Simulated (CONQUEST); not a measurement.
HgTe (Coloradoite):

```xyz
4
Lattice="4.5460 0.0000 0.0000 0.0000 4.5460 0.0000 0.0000 0.0000 6.4290" Properties=species:S:1:pos:R:3 pbc="T T T"
Hg    0.0000    0.0000    0.0000
Hg    2.2730    2.2730    3.2145
Te    0.0000    2.2730    1.6073
Te    2.2730    0.0000    4.8217
```

Base run:

| Item | Value |
| --- | --- |
| Program | CONQUEST 1.3 |
| Functional | PBE |
| Potentials or basis | PseudoDojo NC PBE, DZP, grid cutoff 120 Ha |
| k mesh | 6 × 6 × 4 |
| Occupations | fermi-dirac, width 0.05 eV |
| Spin | no spin polarisation |

Its results: band gap on the k mesh none (metal or under the smearing width); pressure 5.8 GPa.

The run is repeated on the same cell with these changes: potentials or basis from PseudoDojo NC PBE, DZP, grid cutoff 120 Ha to PseudoDojo NC PBE, SZP, grid cutoff 120 Ha. What comes out?

Band gap on the k mesh none (metal or under the smearing width); pressure 6.9 GPa.

Caveats: the basis of atomic orbitals isn't converged, which shifts pressures, moduli and gaps; the box holds several primitive cells, so bands are folded and the points are those of the box's own zone (some runs); the atomic basis is small (some runs).
